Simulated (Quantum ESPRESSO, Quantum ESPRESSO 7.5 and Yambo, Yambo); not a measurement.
# BaS (Fm-3m): G0W0 with Yambo, start to end

Aim: the G0W0 gap of BaS (Fm-3m) on PBE, step by step.

Method: PBE and many-body steps on it, plane waves, in Quantum ESPRESSO 7.5 and Yambo 5.3.0.

## 1. The starting structure

Symmetry: Fm-3m, No. 225, cubic system. The conventional cell has a = 6.388 Å, b = 6.388 Å, c = 6.388 Å, α = 90.00°, β = 90.00°, γ = 90.00°. Nearest to Ba lie 6 S at 3.19 Å. Nearest to S lie 6 Ba at 3.19 Å. Farther neighbours and most contacts between anions are not listed.

The cell and positions come from the Crystallography Open Database and are kept as given unless a step says otherwise. Spin-orbit coupling is left out unless a step names it.

## 2. Ground state

This step: Quantum ESPRESSO 7.5; DFT, PBE, plane waves, norm-conserving pseudopotentials.

The ground-state density comes first.

Input file pw.in:

```
&control
  calculation = 'scf'
  prefix = 'x'
  outdir = 'o'
  pseudo_dir = 'pseudo'
/
&system
  ibrav = 0
  nat = 2
  ntyp = 2
  ecutwfc = 40.0
  nbnd = 13
  force_symmorphic = .true.
/
&electrons
  conv_thr = 1e-10
  electron_maxstep = 80
  mixing_beta = 0.5
/
ATOMIC_SPECIES
  Ba 137.33 Ba.upf
  S 32.06 S.upf
CELL_PARAMETERS angstrom
  0.0000000000 3.1937500000 3.1937500000
  3.1937500000 0.0000000000 3.1937500000
  3.1937500000 3.1937500000 0.0000000000
ATOMIC_POSITIONS crystal
  Ba 0.0000000000 0.0000000000 0.0000000000
  S 0.5000000000 0.5000000000 0.5000000000
K_POINTS automatic
  6 6 6 0 0 0
```

Run with:

```sh
$ OMP_NUM_THREADS=1 mpirun -n 4 pw.x -nk 4 -in pw.in > pw.out
```

What it wrote:

```text
Program PWSCF v.7.5 starts

     This program is part of the open-source Quantum ESPRESSO suite
     for quantum simulation of materials; please cite
         "P. Giannozzi et al., J. Phys.:Condens. Matter 21 395502 (2009);
         "P. Giannozzi et al., J. Phys.:Condens. Matter 29 465901 (2017);
         "P. Giannozzi et al., J. Chem. Phys. 152 154105 (2020);
     in publications or presentations arising from this work. More details at
     Message from routine setup:
     using ibrav=0 with symmetry is DISCOURAGED, use correct ibrav instead

     G-vector sticks info

     bravais-lattice index     =            0
     lattice parameter (alat)  =       8.5352  a.u.
     unit-cell volume          =     439.6725 (a.u.)^3
     number of atoms/cell      =            2
     number of atomic types    =            2
     number of electrons       =        16.00
     number of Kohn-Sham states=           13
     kinetic-energy cutoff     =      40.0000  Ry
     charge density cutoff     =     160.0000  Ry
     scf convergence threshold =      1.0E-10
     mixing beta               =       0.5000
     number of iterations used =            8  plain     mixing
     Exchange-correlation= PBE
                           (   1   4   3   4   0   0   0)

     celldm(1)=   8.535221  celldm(2)=   0.000000  celldm(3)=   0.000000
     celldm(4)=   0.000000  celldm(5)=   0.000000  celldm(6)=   0.000000

     crystal axes: (cart. coord. in units of alat)
               a(1) = (   0.000000   0.707107   0.707107 )
               a(2) = (   0.707107   0.000000   0.707107 )
               a(3) = (   0.707107   0.707107   0.000000 )

     reciprocal axes: (cart. coord. in units 2 pi/alat)
               b(1) = ( -0.707107  0.707107  0.707107 )
               b(2) = (  0.707107 -0.707107  0.707107 )
               b(3) = (  0.707107  0.707107 -0.707107 )
     Pseudo is Norm-conserving + core correction, Zval = 10.0
     Generated using ONCVPSP code by D. R. Hamann
     Using radial grid of 1958 points,  6 beta functions with:
     Pseudo is Norm-conserving + core correction, Zval =  6.0
     Generated using ONCVPSP code by D. R. Hamann
     Using radial grid of 1146 points,  6 beta functions with:
     Ba               10.00   137.33000     Ba( 1.00)
     S                 6.00    32.06000     S ( 1.00)

     48 Sym. Ops., with inversion, found

   Cartesian axes

     site n.     atom                  positions (alat units)
         1        Ba     tau(   1) = (   0.0000000   0.0000000   0.0000000  )
         2        S      tau(   2) = (   0.7071068   0.7071068   0.7071068  )

     number of k points=    16
                       cart. coord. in units 2pi/alat
        k(    1) = (   0.0000000   0.0000000   0.0000000), wk =   0.0092593
        k(    2) = (   0.1178511   0.1178511  -0.1178511), wk =   0.0740741
        k(    3) = (   0.2357023   0.2357023  -0.2357023), wk =   0.0740741
        k(    4) = (  -0.3535534  -0.3535534   0.3535534), wk =   0.0370370
        k(    5) = (   0.2357023   0.0000000  -0.0000000), wk =   0.0555556
        k(    6) = (   0.3535534   0.1178511  -0.1178511), wk =   0.2222222
        k(    7) = (  -0.2357023  -0.4714045   0.4714045), wk =   0.2222222
        k(    8) = (  -0.1178511  -0.3535534   0.3535534), wk =   0.2222222
        k(    9) = (   0.0000000  -0.2357023   0.2357023), wk =   0.1111111
        k(   10) = (   0.4714045   0.0000000  -0.0000000), wk =   0.0555556
     [... 4 further rows ...]
        k(   15) = (  -0.1178511  -0.3535534   0.5892557), wk =   0.2222222
        k(   16) = (  -0.7071068   0.2357023   0.0000000), wk =   0.1111111

     Dense  grid:    15065 G-vectors     FFT dimensions: (  36,  36,  36)

     Initial potential from superposition of free atoms

     starting charge      15.9834, renormalised to      16.0000
     Starting wfcs are    9 randomized atomic wfcs +    4 random wfcs

     per-process dynamical memory:    15.2 Mb

     Self-consistent Calculation

     iteration #  1     ecut=    40.00 Ry     beta= 0.50

     Threshold (ethr) on eigenvalues was too large:
     Diagonalizing with lowered threshold

     total energy              =     -78.52703607 Ry
     estimated scf accuracy    <       0.13333978 Ry

     iteration #  2     ecut=    40.00 Ry     beta= 0.50

     total energy              =     -78.55938847 Ry
     estimated scf accuracy    <       0.01421972 Ry

     iteration #  3     ecut=    40.00 Ry     beta= 0.50

     total energy              =     -78.56237746 Ry
     estimated scf accuracy    <       0.00182084 Ry

     iteration #  4     ecut=    40.00 Ry     beta= 0.50

     total energy              =     -78.56249734 Ry
     estimated scf accuracy    <       0.00006757 Ry

     iteration #  5     ecut=    40.00 Ry     beta= 0.50

     total energy              =     -78.56251801 Ry
     estimated scf accuracy    <       0.00000317 Ry

     iteration #  6     ecut=    40.00 Ry     beta= 0.50

     total energy              =     -78.56251895 Ry
     estimated scf accuracy    <       0.00000010 Ry

     iteration #  7     ecut=    40.00 Ry     beta= 0.50

     total energy              =     -78.56251901 Ry
     estimated scf accuracy    <       0.00000010 Ry

     iteration #  8     ecut=    40.00 Ry     beta= 0.50

     total energy              =     -78.56251903 Ry
     estimated scf accuracy    <          2.7E-09 Ry

     iteration #  9     ecut=    40.00 Ry     beta= 0.50

     total energy              =     -78.56251903 Ry
     estimated scf accuracy    <          1.2E-09 Ry

     iteration # 10     ecut=    40.00 Ry     beta= 0.50

     End of self-consistent calculation

          k = 0.0000 0.0000 0.0000 (  1893 PWs)   bands (ev):

   -20.1604  -5.2015  -5.2015  -5.2015  -4.4385   5.8941   5.8941   5.8941
     9.5199   9.8002   9.8002   9.8002  10.7242

          k = 0.1179 0.1179-0.1179 (  1877 PWs)   bands (ev):

   -20.1493  -5.6545  -5.2111  -5.2111  -3.9635   5.2545   5.5616   5.5616
     9.8309  10.2031  10.2031  10.4902  11.4899

          k = 0.2357 0.2357-0.2357 (  1886 PWs)   bands (ev):

   -20.1270  -6.1533  -5.2301  -5.2301  -3.4164   4.3543   5.0478   5.0478
    10.3729  11.2818  11.2818  11.9451  13.2288

          k =-0.3536-0.3536 0.3536 (  1892 PWs)   bands (ev):

     [... further k-points ...]

     highest occupied, lowest unoccupied level (ev):     5.8941    8.0404

!    total energy              =     -78.56251903 Ry
     estimated scf accuracy    <          4.5E-11 Ry

     The total energy is the sum of the following terms:
     one-electron contribution =      -5.46322319 Ry
     hartree contribution      =       9.19926103 Ry
     xc contribution           =     -19.80724845 Ry
     ewald contribution        =     -62.49130842 Ry

     convergence has been achieved in  10 iterations

     XML data file, charge density, pseudopotentials, collected wavefunctions

=------------------------------------------------------------------------------=
   JOB DONE.
=------------------------------------------------------------------------------=
```

The job ended after 3 s (4 MPI ranks of Arm Neoverse V1, shared host; peak memory 0.2 GiB).

This step gave:

- total energy: -1068.8975 eV
- gap: 2.146 eV
- k of the valence top: 0, 0, 0
- k of the conduction bottom: 0, -0.5, -0.5
- least direct gap: 2.272 eV

The gap is indirect, with the least direct gap 0.13 eV higher.

## 3. Bands along the symmetry lines

The cheap functional maps the bands first; the places of the edges decide which points the dearer methods must see.

Input file pw.in:

```
&control
  calculation = 'bands'
  prefix = 'x'
  outdir = 'o'
  pseudo_dir = 'pseudo'
/
&system
  ibrav = 0
  nat = 2
  ntyp = 2
  ecutwfc = 40.0
  nbnd = 14
  force_symmorphic = .true.
/
&electrons
  conv_thr = 1e-9
  electron_maxstep = 80
  diago_full_acc = .true.
  diago_thr_init = 5e-6
/
ATOMIC_SPECIES
  Ba 137.33 Ba.upf
  S 32.06 S.upf
CELL_PARAMETERS angstrom
  0.0000000000 3.1937500000 3.1937500000
  3.1937500000 0.0000000000 3.1937500000
  3.1937500000 3.1937500000 0.0000000000
ATOMIC_POSITIONS crystal
  Ba 0.0000000000 0.0000000000 0.0000000000
  S 0.5000000000 0.5000000000 0.5000000000
K_POINTS crystal
  50
  0.00000000 0.00000000 0.00000000 1
  0.06250000 0.00000000 0.06250000 1
  0.12500000 0.00000000 0.12500000 1
  0.18750000 0.00000000 0.18750000 1
  0.25000000 0.00000000 0.25000000 1
  0.31250000 0.00000000 0.31250000 1
  0.37500000 0.00000000 0.37500000 1
  0.43750000 0.00000000 0.43750000 1
  0.50000000 0.00000000 0.50000000 1
  0.51562500 0.03125000 0.51562500 1
  0.53125000 0.06250000 0.53125000 1
  0.54687500 0.09375000 0.54687500 1
  0.56250000 0.12500000 0.56250000 1
  0.57812500 0.15625000 0.57812500 1
  0.59375000 0.18750000 0.59375000 1
  0.60937500 0.21875000 0.60937500 1
  0.62500000 0.25000000 0.62500000 1
  0.37500000 0.37500000 0.75000000 1
  0.32812500 0.32812500 0.65625000 1
  0.28125000 0.28125000 0.56250000 1
  0.23437500 0.23437500 0.46875000 1
  0.18750000 0.18750000 0.37500000 1
  0.14062500 0.14062500 0.28125000 1
  0.09375000 0.09375000 0.18750000 1
  0.04687500 0.04687500 0.09375000 1
  0.00000000 0.00000000 0.00000000 1
  0.06250000 0.06250000 0.06250000 1
  0.12500000 0.12500000 0.12500000 1
  0.18750000 0.18750000 0.18750000 1
  0.25000000 0.25000000 0.25000000 1
  0.31250000 0.31250000 0.31250000 1
  0.37500000 0.37500000 0.37500000 1
  0.43750000 0.43750000 0.43750000 1
  0.50000000 0.50000000 0.50000000 1
  0.50000000 0.46875000 0.53125000 1
  0.50000000 0.43750000 0.56250000 1
  0.50000000 0.40625000 0.59375000 1
  0.50000000 0.37500000 0.62500000 1
  0.50000000 0.34375000 0.65625000 1
  0.50000000 0.31250000 0.68750000 1
  0.50000000 0.28125000 0.71875000 1
  0.50000000 0.25000000 0.75000000 1
  0.50000000 0.21875000 0.71875000 1
  0.50000000 0.18750000 0.68750000 1
  0.50000000 0.15625000 0.65625000 1
  0.50000000 0.12500000 0.62500000 1
  0.50000000 0.09375000 0.59375000 1
  0.50000000 0.06250000 0.56250000 1
  0.50000000 0.03125000 0.53125000 1
  0.50000000 0.00000000 0.50000000 1
```

What it wrote:

```text
[banner, memory and clock lines left out]
Program PWSCF v.7.5 starts

     Atomic positions and unit cell read from directory:
     o/x.save/

     Message from routine setup:
     using ibrav=0 with symmetry is DISCOURAGED, use correct ibrav instead

     G-vector sticks info

     bravais-lattice index     =            0
     lattice parameter (alat)  =       8.5352  a.u.
     unit-cell volume          =     439.6725 (a.u.)^3
     number of atoms/cell      =            2
     number of atomic types    =            2
     number of electrons       =        16.00
     number of Kohn-Sham states=           14
     kinetic-energy cutoff     =      40.0000  Ry
     charge density cutoff     =     160.0000  Ry
     Exchange-correlation= PBE
                           (   1   4   3   4   0   0   0)

     celldm(1)=   8.535221  celldm(2)=   0.000000  celldm(3)=   0.000000
     celldm(4)=   0.000000  celldm(5)=   0.000000  celldm(6)=   0.000000

     crystal axes: (cart. coord. in units of alat)
               a(1) = (   0.000000   0.707107   0.707107 )
               a(2) = (   0.707107   0.000000   0.707107 )
               a(3) = (   0.707107   0.707107   0.000000 )

     reciprocal axes: (cart. coord. in units 2 pi/alat)
               b(1) = ( -0.707107  0.707107  0.707107 )
               b(2) = (  0.707107 -0.707107  0.707107 )
               b(3) = (  0.707107  0.707107 -0.707107 )
     Pseudo is Norm-conserving + core correction, Zval = 10.0
     Generated using ONCVPSP code by D. R. Hamann
     Using radial grid of 1958 points,  6 beta functions with:
     Pseudo is Norm-conserving + core correction, Zval =  6.0
     Generated using ONCVPSP code by D. R. Hamann
     Using radial grid of 1146 points,  6 beta functions with:
     Ba               10.00   137.33000     Ba( 1.00)
     S                 6.00    32.06000     S ( 1.00)

     48 Sym. Ops., with inversion, found

   Cartesian axes

     site n.     atom                  positions (alat units)
         1        Ba     tau(   1) = (   0.0000000   0.0000000   0.0000000  )
         2        S      tau(   2) = (   0.7071068   0.7071068   0.7071068  )

     number of k points=    50
                       cart. coord. in units 2pi/alat
        k(    1) = (   0.0000000   0.0000000   0.0000000), wk =   0.0400000
        k(    2) = (   0.0000000   0.0883883   0.0000000), wk =   0.0400000
        k(    3) = (   0.0000000   0.1767767   0.0000000), wk =   0.0400000
[...]
[... 38 further rows ...]
        k(   49) = (   0.0441942   0.7071068   0.0000000), wk =   0.0400000
        k(   50) = (   0.0000000   0.7071068   0.0000000), wk =   0.0400000

     Dense  grid:    15065 G-vectors     FFT dimensions: (  36,  36,  36)

     The potential is recalculated from file :
     o/x.save/charge-density

     Starting wfcs are    9 randomized atomic wfcs +    5 random wfcs

     Band Structure Calculation

     End of band structure calculation

          k = 0.0000 0.0000 0.0000 (  1893 PWs)   bands (ev):

   -20.1603  -5.2015  -5.2015  -5.2015  -4.4386   5.8941   5.8941   5.8941
     9.5199   9.8002   9.8002   9.8002  10.7242  10.7242

          k = 0.0000 0.0884 0.0000 (  1881 PWs)   bands (ev):

   -20.1581  -5.3160  -5.2088  -5.2088  -4.3099   5.6592   5.8720   5.8720
     9.6889   9.6905   9.9390   9.9390  10.7584  11.0119

          k = 0.0000 0.1768 0.0000 (  1884 PWs)   bands (ev):

   -20.1517  -5.5206  -5.2297  -5.2297  -4.0769   5.1874   5.8202   5.8202
     9.4101   9.9807  10.3331  10.3331  10.8583  11.8555

          k =-0.0000 0.2652 0.0000 (  1876 PWs)   bands (ev):

[...]
k = 0.0000 0.4419-0.0000 (  1876 PWs)   bands (ev):

[...]
k =-0.0000 0.5303 0.0000 (  1872 PWs)   bands (ev):

[...]
k = 0.0000 0.6187-0.0000 (  1888 PWs)   bands (ev):

[...]
k = 0.4640 0.4640-0.0000 (  1876 PWs)   bands (ev):

[...]
k = 0.3315 0.3315-0.0000 (  1877 PWs)   bands (ev):

[...]
k = 0.3094 0.7071-0.0000 (  1880 PWs)   bands (ev):

[...]
k = 0.2210 0.7071-0.0000 (  1868 PWs)   bands (ev):

[...]
k = 0.1768 0.7071-0.0000 (  1872 PWs)   bands (ev):

[...]
k = 0.0442 0.7071 0.0000 (  1872 PWs)   bands (ev):

   -20.1027  -5.6817  -5.4111  -5.3952  -4.3234   5.3952   5.7246   5.7541
     8.0848  11.8949  12.0066  13.2815  13.4298  13.5451

          k = 0.0000 0.7071 0.0000 (  1868 PWs)   bands (ev):

   -20.1027  -5.6844  -5.3923  -5.3923  -4.3494   5.3961   5.7680   5.7680
     8.0404  11.8616  11.9510  13.4289  13.4289  13.5549

     XML data file, pseudopotentials, collected wavefunctions
```

It took 2.9 s on 4 MPI ranks; peak memory 0.18 GiB; 11 s of CPU time.

This step gave:

```yaml
gap: 2.146 eV
k_of_the_valence_top: 0, 0, 0
k_of_the_conduction_bottom: 0.5, 0, 0.5
least_direct_gap: 2.272 eV
```

The gap is 2.146 eV, as in the run before at this level.

Electronic bands along the path, in eV, zero at the top of the highest filled band; v1 is the highest filled band, c1 the lowest empty one:

| point | v4 | v3 | v2 | v1 | c1 | c2 | c3 | c4 |
| --- | --- | --- | --- | --- | --- | --- | --- | --- |
| Γ | -10.33 | 0.00 | 0.00 | 0.00 | 3.63 | 3.91 | 3.91 | 3.91 |
| halfway | -9.73 | -1.27 | -0.16 | -0.16 | 2.83 | 4.73 | 5.32 | 5.76 |
| X | -10.24 | -0.50 | -0.13 | -0.13 | 2.15 | 5.97 | 6.06 | 7.53 |
| halfway | -10.07 | -0.50 | -0.40 | -0.27 | 2.48 | 6.33 | 6.36 | 6.88 |
| U | -9.74 | -0.92 | -0.59 | -0.51 | 3.32 | 5.97 | 6.63 | 6.78 |
| jump to K | -9.74 | -0.92 | -0.59 | -0.51 | 3.32 | 5.97 | 6.63 | 6.78 |
| halfway | -9.47 | -1.38 | -0.86 | -0.32 | 4.09 | 4.74 | 5.02 | 5.91 |
| Γ | -10.33 | 0.00 | 0.00 | 0.00 | 3.63 | 3.91 | 3.91 | 3.91 |
| halfway | -9.56 | -1.13 | -0.61 | -0.61 | 4.12 | 4.78 | 4.78 | 5.41 |
| L | -9.10 | -1.90 | -1.06 | -1.06 | 5.58 | 5.67 | 6.35 | 6.35 |
| halfway | -9.40 | -1.45 | -0.84 | -0.76 | 4.70 | 4.89 | 6.69 | 6.91 |
| W | -9.70 | -1.10 | -0.47 | -0.47 | 4.30 | 4.30 | 6.33 | 6.90 |
| halfway | -9.95 | -0.65 | -0.51 | -0.29 | 2.79 | 6.13 | 6.18 | 6.91 |
| X | -10.24 | -0.50 | -0.13 | -0.13 | 2.15 | 5.97 | 6.06 | 7.53 |

The electronic bands as a text plot (rows in eV, shown from -8.0 to 4.8 only):

```
    4.6 |+ +++++            +++++++++ ++   +++++      ++++++
    4.0 |++++              +    +++++++++++++              +
    3.5 |+ ++             +           ++                    +
    3.0 |    +++         +                                   +
    2.4 |       +++++ +++                                     +++
    1.9 |            +
    1.4 |
    0.8 |
    0.3 |
   -0.2 |***********************************             ********
   -0.8 |  **     ***   *************      ****** *******   **
   -1.3 |    *****         ********         ***  *    ******
   -1.9 |                                      *******
   -2.4 |
   -2.9 |
   -3.5 |
   -4.0 |
   -4.5 |
   -5.1 |
   -5.6 |
   -6.1 |
   -6.7 |
   -7.2 |
   -7.7 |
         Γ           X  U|K            Γ         L        W     X
```

(Part 1 of 3 ends here.)

[Paths, hosts, dates, memory and timing lines, banners, echoed tables and standing remarks are left out of the program output.]

[Logs are printed without paths, hosts, clocks, repeated set-up lines and the standing remarks that a program may print on its own settings, such as how far it seeks lower states.]

[Runs of the session that timed out or met a known fault of the program may be left out.]

[Hosts, paths, dates, database ids (printed as entryN), source tags and the programs' standing remarks are cut or masked in the printed files.]
